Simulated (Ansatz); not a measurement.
# Sb (Pm-3m) in Ansatz: equation of state

How stiff is Sb in PBE, and what volume does it want? The cell is scaled to several volumes.

Program: Ansatz 0.2.0. These are calculated values, not measurements. Logs are shortened: lines on timing, memory, paths and dates and some standing lists are left out, and cuts for length are marked.

### Step 1. Starting point

Symmetry: Pm-3m, No. 221, cubic system. The conventional cell has a = 3.160 Å, b = 3.160 Å, c = 3.160 Å, α = 90.00°, β = 90.00°, γ = 90.00°. Around Sb (site symmetry m-3m) lie 6 Sb at 3.16 Å.

This isn't the form of Sb at room conditions, which is rhombohedral.

### Step 2. Single point, PBE, 29.66 Å³/atom (volume scaled by 0.94)

Contents of input.yaml:

```yaml
crystal:
  lattice:
    - [3.0954921035, 0.0, 0.0]
    - [0.0, 3.0954921035, 0.0]
    - [0.0, 0.0, 3.0954921035]
  atoms:
    - { symbol: Sb, position: [0.0, 0.0, 0.0] }
hamiltonian:
  xc: pbe
  pseudopotentials: { kind: paw }
kpoints:
  mp_grid: { grid: [8, 8, 8] }
scf:
  occupations: { method: fermi_dirac, width: 0.05 }
output:
  forces: true
  stress: true
  eigenvalues: true
  write_density: true
  write_potential: true
  elf: true
  volumetric_format: npy
```

Potentials or basis: Ansatz PAW.

Run with:

```sh
> ansatz run input.yaml --threads 1 --pin off --max-ram 2560MiB --backend cpu --events-out ev --progress --plain --runs-dir out
```

Log:

```text
Warning: RAYON_NUM_THREADS=1 ignored (pool sized by the plan → 1); use --threads N
Engine: ansatz 0.2.0, x86_64-unknown-linux-gnu
Pseudopotentials: kind: paw
Pseudopotential: Sb, paw, valence charge 15, recommended cutoff 420 eV (normal), Sb.paw.azcp
Functional definition: PBE
  parameter kappa = 0.804
  parameter beta = 0.06672455060314922
  exchange = pbe_x(kappa = kappa, mu = beta*pi^2/3)
  correlation = pbe_c(beta = beta)
Crystal: 1 atoms, lattice volume = 29.661 Å³
Basis set: ecut = 420 eV, 587 PW (Γ), exchange–correlation on 48×48×48 points (8 copies of the dense FFT grid, shifted against one another)
Bands: 12, of which v1, the nominal top of the filled ones, is band 8 counted from 1 (7 counted from 0)
Symmetry: 48 space group operations
Space group: Pm-3m (ITA 221), of the structure as read, at distance tolerance 3.1e-5 Å
k-points: 35 of 512
Non-local potential: Sb, projectors of the file, l = 0: 2, l = 1: 2, l = 2: 2, l = 3: 2
PAW form: soft (Blöchl's): semilocal exchange-correlation on the pseudo side does not see the compensation charge
PAW one-centre angular grid: Sb, 590 points (default); XC on 64 Gauss nodes
Initial density: superposition of atomic densities (neutral atoms: chi_scale 0, normalization atom), corrected by the library's trained network
Initial wavefunctions: pseudopotential atomic-orbital guess
Functional: x = pbe(κ = 0.804, μ = 0.2195149727645171), c = pbe(β = 0.06672455060314922)
SCF iter   1: F=—  HF=-6484.426308 eV  |F-HF|=—  |Δ(HF+E_count)|=         —  Δρ=6.29e-4  dr2=7.55e-5  ethr=1.77e-3  ⟨swp⟩=5.7  Hψ=2487  notcnv=0
preconditioner: auto → none  [insulator: Δε(μ)=0.279 eV  Ē_g=12.208 eV  σ=0.050 eV  W_gap=0.54  n_scr=6 (ndim 8)  ℏωp=15.2 eV  f_vac=0.002  D(μ)=0.98/eV (n_scr^D=6)  ε∞_Penn≈2.6]
SCF iter   2: F=—  HF=-6484.425674 eV  |F-HF|=—  |Δ(HF+E_count)|=   6.34e-4  Δρ=4.23e-4  dr2=3.43e-5  ethr=5.03e-7  ⟨swp⟩=2.8  Hψ=1033  notcnv=0
SCF iter   3: F=—  HF=-6484.425681 eV  |F-HF|=—  |Δ(HF+E_count)|=   7.60e-6  Δρ=1.78e-4  dr2=4.99e-6  ethr=2.29e-7  ⟨swp⟩=2.1  Hψ=636  notcnv=0
SCF iter   4: F=—  HF=-6484.425692 eV  |F-HF|=—  |Δ(HF+E_count)|=   1.01e-5  Δρ=4.94e-5  dr2=5.11e-7  ethr=3.33e-8  ⟨swp⟩=2.1  Hψ=666  notcnv=0
iter 5 did not close the SCF: its close was put off for the readings that it lacked (scf_convergence_deferred on its scf_iter line)
SCF iter   5: F=-6484.425691 eV  HF=-6484.425691 eV  |F-HF|=5.10e-8  |Δ(HF+E_count)|=   2.18e-7  Δρ=1.48e-5  dr2=3.71e-8  ethr=3.40e-9  ⟨swp⟩=2.0  Hψ=659  notcnv=0
SCF iter   6: F=-6484.425691 eV  HF=-6484.425691 eV  |F-HF|=2.73e-9  |Δ(HF+E_count)|=   2.60e-8  Δρ=3.83e-6  dr2=2.03e-9  ethr=2.47e-10  ⟨swp⟩=7.0  Hψ=2401  notcnv=0
SCF 1 converged in 6 iterations: F = -6484.425691 eV  dr2 = 2.03e-9
SCF converged after 6 iterations
Free energy (F): -6484.425691 eV
Harris-Foulkes:  -6484.425691 eV  (|F-HF|=2.73e-9)
Internal energy: -6484.418474 eV  (E = F + TS)
E sigma→0 (E₀):  -6484.422083 eV
Entropy (-TS):   -0.007217 eV (-7.217 meV/atom)
Fermi energy:    10.005923 eV
--- Per-component energies (eV) ---
  E_band       = -165.795405
  E_kinetic    = 206.712291
  E_local      = -1565.258718  (includes V_loc(G=0)·N_el)
  E_nonlocal   = 362.028739
  E_hartree    = 710.480574
  E_xc         = -138.406747
  E_vxc        = -96.200484  (∫ρ·V_xc dr)
  E_paw        = -4575.135174  (= ΣΔE_a)
  E_vpaw       = -494.036255  (= ΣTr[D̂ρ^β])
  E_aug_tail   = -0.000002  (compensation charges beyond the density's cutoff)
  E_ewald      = -1484.839438
  E_smearing   = -0.007217  (= −TS)
  E_closure    = 0.000000  (closes the sum)
  Σ components = -6484.425691   (vs F -6484.425691, Δ=0.00e0)
--- Forces (eV/Å), atoms counted from 1 ---
  atom   1  Sb    -0.00000000     0.00000000     0.00000000
  max |Σ_I F_I| component: 2.22e-31 eV/Å
--- Stress (GPa, compression-positive) ---
        1.081529      -0.000000       0.000000
       -0.000000       1.081529       0.000000
        0.000000       0.000000       1.081529
  P = ⅓ Tr σ = 1.0815 GPa (10.815 kbar)
--- Band table (eV; the first three rows and the last of 35) ---
  k-point 0: bands = ["-19.1434", "-19.1434", "-18.9639", "-18.9639", "-18.9639", "-2.3714", "13.3439", "13.3439", "13.3439", "17.1812", "17.1812", "18.3477"]
  k-point 1: bands = ["-19.1424", "-19.1202", "-18.9706", "-18.9706", "-18.9634", "-2.1442", "11.1170", "13.5666", "13.5666", "17.3722", "18.0581", "20.2850"]
  k-point 2: bands = ["-19.1400", "-19.0638", "-18.9868", "-18.9868", "-18.9621", "-1.4852", "8.0719", "14.1784", "14.1784", "17.9384", "18.7093", "24.1914"]
  k-point 34: bands = ["-19.0597", "-19.0597", "-19.0597", "-18.8887", "-18.8887", "5.5547", "8.4339", "8.4339", "8.4339", "14.9423", "14.9423", "14.9423"]
```

It took 0.77 s on 1 thread of INTEL XEON PLATINUM 8581C at 2.10GHz (Emerald Rapids), shared host; peak memory 0.35 GiB.

Results:

| Quantity | Value |
| --- | --- |
| Free energy | -6484.4257 eV |
| Pressure | 1.1 GPa |
| Band gap on the k mesh | none (metal or under the smearing width) |

### Step 3. Single point, PBE, 30.29 Å³/atom (volume scaled by 0.96)

Contents of input.yaml:

```yaml
crystal:
  lattice:
    - [3.117292062, 0.0, 0.0]
    - [0.0, 3.117292062, 0.0]
    - [0.0, 0.0, 3.117292062]
  atoms:
    - { symbol: Sb, position: [0.0, 0.0, 0.0] }
hamiltonian:
  xc: pbe
  pseudopotentials: { kind: paw }
kpoints:
  mp_grid: { grid: [8, 8, 8] }
scf:
  occupations: { method: fermi_dirac, width: 0.05 }
output:
  forces: true
  stress: true
  eigenvalues: true
```

Potentials or basis: Ansatz PAW.

Run with:

```sh
> ansatz run input.yaml --threads 1 --pin off --max-ram 2560MiB --backend cpu --events-out ev --progress --plain --runs-dir out
```

Run time: 0.51 s. Hardware: 1 thread of INTEL XEON PLATINUM 8581C at 2.10GHz (Emerald Rapids), shared host; peak memory 0.33 GiB.

Results (log left out):

```yaml
Free_energy: -6484.4274 eV
Pressure: -0.2 GPa
Band_gap_on_the_k_mesh: none (metal or under the smearing width)
```

### Step 4. Single point, PBE, 30.92 Å³/atom (volume scaled by 0.98)

Changes to input.yaml since step 3:

```diff
@@ -2,5 +2,5 @@
   lattice:
-    - [3.117292062, 0.0, 0.0]
-    - [0.0, 3.117292062, 0.0]
-    - [0.0, 0.0, 3.117292062]
+    - [3.1387913073, 0.0, 0.0]
+    - [0.0, 3.1387913073, 0.0]
+    - [0.0, 0.0, 3.1387913073]
   atoms:
@@ -18 +18,5 @@
   eigenvalues: true
+  write_density: true
+  write_potential: true
+  elf: true
+  volumetric_format: npy
```

Potentials or basis: Ansatz PAW.

Run with:

```sh
> ansatz run input.yaml --threads 1 --pin off --max-ram 2560MiB --backend cpu --events-out ev --progress --plain --runs-dir out
```

Log:

```text
Warning: RAYON_NUM_THREADS=1 ignored (pool sized by the plan → 1); use --threads N
[... 8 set-up lines as earlier in the session ...]
Crystal: 1 atoms, lattice volume = 30.923 Å³
Basis set: ecut = 420 eV, 619 PW (Γ), exchange–correlation on 48×48×48 points (8 copies of the dense FFT grid, shifted against one another)
Bands: 12, of which v1, the nominal top of the filled ones, is band 8 counted from 1 (7 counted from 0)
[... 2 set-up lines as earlier in the session ...]
k-points: 35 of 512
[... 6 set-up lines as earlier in the session ...]
SCF iter   1: F=—  HF=-6484.425391 eV  |F-HF|=—  |Δ(HF+E_count)|=         —  Δρ=5.73e-4  dr2=7.42e-5  ethr=1.77e-3  ⟨swp⟩=5.7  Hψ=2489  notcnv=0
preconditioner: auto → none  [insulator: Δε(μ)=0.253 eV  Ē_g=11.969 eV  σ=0.050 eV  W_gap=0.54  n_scr=6 (ndim 8)  ℏωp=14.9 eV  f_vac=0.002  D(μ)=0.98/eV (n_scr^D=6)  ε∞_Penn≈2.6]
SCF iter   2: F=—  HF=-6484.424550 eV  |F-HF|=—  |Δ(HF+E_count)|=   8.40e-4  Δρ=2.91e-4  dr2=2.03e-5  ethr=4.95e-7  ⟨swp⟩=2.8  Hψ=1043  notcnv=0  defer=1
SCF iter   3: F=—  HF=-6484.424578 eV  |F-HF|=—  |Δ(HF+E_count)|=   2.72e-5  Δρ=1.37e-4  dr2=4.26e-6  ethr=1.35e-7  ⟨swp⟩=2.0  Hψ=670  notcnv=0  defer=1
SCF iter   4: F=—  HF=-6484.424576 eV  |F-HF|=—  |Δ(HF+E_count)|=   1.58e-6  Δρ=4.18e-5  dr2=4.26e-7  ethr=2.84e-8  ⟨swp⟩=2.5  Hψ=667  notcnv=0  defer=1
iter 5 did not close the SCF: its close was put off for the readings that it lacked (scf_convergence_deferred on its scf_iter line)
SCF iter   5: F=-6484.424576 eV  HF=-6484.424576 eV  |F-HF|=4.62e-9  |Δ(HF+E_count)|=   1.97e-7  Δρ=4.86e-6  dr2=4.89e-9  ethr=2.84e-9  ⟨swp⟩=2.0  Hψ=671  notcnv=0  defer=1
SCF iter   6: F=-6484.424576 eV  HF=-6484.424576 eV  |F-HF|=6.37e-11  |Δ(HF+E_count)|=   1.39e-9  Δρ=6.23e-7  dr2=5.78e-11  ethr=3.26e-11  ⟨swp⟩=6.6  Hψ=2283  notcnv=0
SCF 1 converged in 6 iterations: F = -6484.424576 eV  dr2 = 5.78e-11
SCF converged after 6 iterations
Free energy (F): -6484.424576 eV
Harris-Foulkes:  -6484.424576 eV  (|F-HF|=6.37e-11)
Internal energy: -6484.417381 eV  (E = F + TS)
E sigma→0 (E₀):  -6484.420978 eV
Entropy (-TS):   -0.007195 eV (-7.195 meV/atom)
Fermi energy:    9.377584 eV
--- Per-component energies (eV) ---
  E_band       = -174.248854
  E_kinetic    = 206.068961
  E_local      = -1597.207551  (includes V_loc(G=0)·N_el)
  E_nonlocal   = 361.868545
  E_hartree    = 722.324862
  E_xc         = -138.097712
  E_vxc        = -95.777979  (∫ρ·V_xc dr)
  E_paw        = -4575.018207  (= ΣΔE_a)
  E_vpaw       = -493.850900  (= ΣTr[D̂ρ^β])
  E_aug_tail   = -0.000002  (compensation charges beyond the density's cutoff)
  E_ewald      = -1464.356278
  E_smearing   = -0.007195  (= −TS)
  E_closure    = -0.000000  (closes the sum)
  Σ components = -6484.424576   (vs F -6484.424576, Δ=0.00e0)
--- Forces (eV/Å), atoms counted from 1 ---
  atom   1  Sb    -0.00000000    -0.00000000     0.00000000
  max |Σ_I F_I| component: 1.36e-31 eV/Å
--- Stress (GPa, compression-positive) ---
       -1.269361       0.000000       0.000000
        0.000000      -1.269361       0.000000
        0.000000       0.000000      -1.269361
  P = ⅓ Tr σ = -1.2694 GPa (-12.694 kbar)
--- Band table (eV; the first three rows and the last of 35) ---
  k-point 0: bands = ["-19.7201", "-19.7201", "-19.5656", "-19.5656", "-19.5656", "-2.6882", "12.6057", "12.6057", "12.6057", "16.4971", "16.4971", "17.4647"]
  k-point 1: bands = ["-19.7192", "-19.6997", "-19.5713", "-19.5713", "-19.5651", "-2.4710", "10.4781", "12.8159", "12.8159", "16.6837", "17.2689", "19.4029"]
  k-point 2: bands = ["-19.7172", "-19.6505", "-19.5852", "-19.5852", "-19.5640", "-1.8440", "7.5463", "13.3916", "13.3916", "17.2356", "17.8991", "23.1862"]
  k-point 34: bands = ["-19.6476", "-19.6476", "-19.6476", "-19.4987", "-19.4987", "4.6858", "7.8833", "7.8833", "7.8833", "14.3679", "14.3679", "14.3679"]
```

rho_z.tsv:

```text
# z_ang	rho[e/angstrom^3]
# format = ansatz-planar-average/11
# lattice	3.138791307	0.000000000	0.000000000
# lattice	0.000000000	3.138791307	0.000000000
# lattice	0.000000000	0.000000000	3.138791307
# sites	1
# site	51	0.000000000	0.000000000	0.000000000
0.000000	1.522569e0
0.130783	1.402130e0
0.261566	1.106630e0
0.392349	7.750166e-1
0.523132	5.125211e-1
0.653915	3.443650e-1
[... 16 lines left out ...]
2.877225	1.106630e0
3.008008	1.402130e0
```

Run time: 0.63 s. Hardware: 1 thread of INTEL XEON PLATINUM 8581C at 2.10GHz (Emerald Rapids), shared host; peak memory 0.35 GiB.

Results:

```
Free energy            : -6484.4246 eV
Pressure               : -1.3 GPa
Band gap on the k mesh : none (metal or under the smearing width)
```

### Step 5. Single point, PBE, 31.55 Å³/atom

Contents of input.yaml:

```yaml
crystal:
  lattice:
    - [3.16, 0.0, 0.0]
    - [0.0, 3.16, 0.0]
    - [0.0, 0.0, 3.16]
  atoms:
    - { symbol: Sb, position: [0.0, 0.0, 0.0] }
hamiltonian:
  xc: pbe
  pseudopotentials: { kind: paw }
kpoints:
  mp_grid: { grid: [8, 8, 8] }
scf:
  occupations: { method: fermi_dirac, width: 0.05 }
output:
  forces: true
  stress: true
  eigenvalues: true
```

Run with:

```sh
> ansatz run input.yaml --threads 1 --pin off --max-ram 2560MiB --backend cpu --events-out ev --progress --plain --runs-dir out
```

Wall time 0.58 s (1 thread of INTEL XEON PLATINUM 8581C at 2.10GHz (Emerald Rapids), shared host); peak memory 0.34 GiB.

Results (log left out):

```yaml
Free_energy: -6484.4176 eV
Pressure: -2.3 GPa
Band_gap_on_the_k_mesh: none (metal or under the smearing width)
```

### Step 6. Single point, PBE, 32.19 Å³/atom (volume scaled by 1.02)

Changes to input.yaml since step 5:

```diff
@@ -2,5 +2,5 @@
   lattice:
-    - [3.16, 0.0, 0.0]
-    - [0.0, 3.16, 0.0]
-    - [0.0, 0.0, 3.16]
+    - [3.1809277622, 0.0, 0.0]
+    - [0.0, 3.1809277622, 0.0]
+    - [0.0, 0.0, 3.1809277622]
   atoms:
```

Potentials or basis: Ansatz PAW.

Run with:

```sh
> ansatz run input.yaml --threads 1 --pin off --max-ram 2560MiB --backend cpu --events-out ev --progress --plain --runs-dir out
```

Wall time 0.53 s (1 thread of INTEL XEON PLATINUM 8581C at 2.10GHz (Emerald Rapids), shared host); peak memory 0.34 GiB.

Results (log left out):

- Free energy: -6484.4070 eV
- Pressure: -3.1 GPa
- Band gap on the k mesh: none (metal or under the smearing width)

### Step 7. Single point, PBE, 32.82 Å³/atom (volume scaled by 1.04)

Changes to input.yaml since step 6:

```diff
@@ -2,5 +2,5 @@
   lattice:
-    - [3.1809277622, 0.0, 0.0]
-    - [0.0, 3.1809277622, 0.0]
-    - [0.0, 0.0, 3.1809277622]
+    - [3.2015837161, 0.0, 0.0]
+    - [0.0, 3.2015837161, 0.0]
+    - [0.0, 0.0, 3.2015837161]
   atoms:
```

Run with:

```sh
> ansatz run input.yaml --threads 1 --pin off --max-ram 2560MiB --backend cpu --events-out ev --progress --plain --runs-dir out
```

Run time: 0.53 s. Hardware: 1 thread of INTEL XEON PLATINUM 8581C at 2.10GHz (Emerald Rapids), shared host; peak memory 0.34 GiB.

It converged, with:

| Quantity | Value |
| --- | --- |
| Free energy | -6484.3932 eV |
| Pressure | -3.9 GPa |
| Band gap on the k mesh | none (metal or under the smearing width) |

### Step 8. Single point, PBE, 33.45 Å³/atom (volume scaled by 1.06)

Changes to input.yaml since step 7:

```diff
@@ -2,5 +2,5 @@
   lattice:
-    - [3.2015837161, 0.0, 0.0]
-    - [0.0, 3.2015837161, 0.0]
-    - [0.0, 0.0, 3.2015837161]
+    - [3.2219765189, 0.0, 0.0]
+    - [0.0, 3.2219765189, 0.0]
+    - [0.0, 0.0, 3.2219765189]
   atoms:
```

Run with:

```sh
> ansatz run input.yaml --threads 1 --pin off --max-ram 2560MiB --backend cpu --events-out ev --progress --plain --runs-dir out
```

Run time: 0.61 s. Hardware: 1 thread of INTEL XEON PLATINUM 8581C at 2.10GHz (Emerald Rapids), shared host; peak memory 0.33 GiB.

The run converged. Its results:

```yaml
Free_energy: -6484.3765 eV
Pressure: -4.6 GPa
Band_gap_on_the_k_mesh: none (metal or under the smearing width)
```

### Step 9. Equation of state, PBE

Potentials or basis: Ansatz PAW.

No new run: the results of the series are fitted here.

Results:

```
Equilibrium volume                      : 30.20 Å³/atom
Bulk modulus                            : 57 GPa
Pressure derivative of the bulk modulus : 4.8
```

Energy against volume, from the lowest point:
```tsv
volume (Å³/atom)	energy (meV/atom)
29.661	1.75
30.292	0.00
30.923	2.87
31.554	9.83
32.186	20.44
32.817	34.27
33.448	50.94
```

Spin-orbit coupling is left out, which matters for the levels of Sb.
